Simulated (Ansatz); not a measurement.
The system is PbO.

```
Pb O
1.0
     5.87600    0.00000    0.00000
     0.00000    5.47600    0.00000
     0.00000    0.00000    4.74300
Pb O
4 4
Cartesian
  4.5186 2.8147 1.1858
  1.3574 2.6613 3.5573
  4.5186 5.3993 3.5573
  1.3574 0.0767 1.1858
  0.7756 3.1870 1.1858
  5.1004 2.2890 3.5573
  0.7756 5.0270 3.5573
  5.1004 0.4490 1.1858
```

```yaml
Program: Ansatz 0.2.0
Task: relaxation of cell and atoms
Functional: LDA
Potentials_or_basis: Ansatz PAW
Cutoff: "420 eV (not typed: the program's choice for these potentials)"
k_mesh: 5 × 5 × 6
Occupations: fermi-dirac, width 0.05 eV
Spin: no spin polarisation
```

At the start: volume 19.08 Å³/atom.

How do energy, volume and symmetry change on relaxing?

It ends after 12 steps and the volume is 18.27 Å³/atom (-4.2 %); space group Pbcm (No. 57, to 0.05 Å).

Step by step:
| step | energy change (eV) | largest force (eV/Å) | volume (Å³) |
| --- | --- | --- | --- |
| 1 | 0.0000 | 1.0824 | 152.62 |
| 2 | -0.0690 | 1.5545 | 143.20 |
| 3 | -0.4262 | 0.2996 | 145.13 |
| 4 | -0.4540 | 0.1924 | 145.21 |
| 5 | -0.4696 | 0.0363 | 145.30 |
| 6 | -0.4775 | 0.0369 | 146.34 |
| 7 | -0.4772 | 0.0086 | 146.79 |
| 8 | -0.4769 | 0.0018 | 146.91 |
| 9 | -0.4635 | 0.0020 | 146.91 |
| 10 | -0.4664 | 0.0136 | 145.96 |
| 11 | -0.4660 | 0.0080 | 146.15 |
| 12 | -0.4639 | 0.0080 | 146.15 |

Final structure:
```
Pb O
1.0
     5.79976    0.00000    0.00000
     0.00000    5.42123    0.00000
     0.00000    0.00000    4.64831
Pb O
4 4
Direct
  0.76580 0.49215 0.25000
  0.23420 0.50785 0.75000
  0.76580 0.00785 0.75000
  0.23420 0.99215 0.25000
  0.13728 0.59114 0.25000
  0.86272 0.40886 0.75000
  0.13728 0.90886 0.75000
  0.86272 0.09114 0.25000
```

Caveat: the plane-wave basis is chosen anew once the cell has moved, so the energies of steps on either side of that aren't comparable; the pressure holds a Pulay correction of +0.5 GPa for the finite cutoff; the PAW data sets come from PBE, with cores solved anew for the run's functional, which leaves a small shift of forces and pressure.
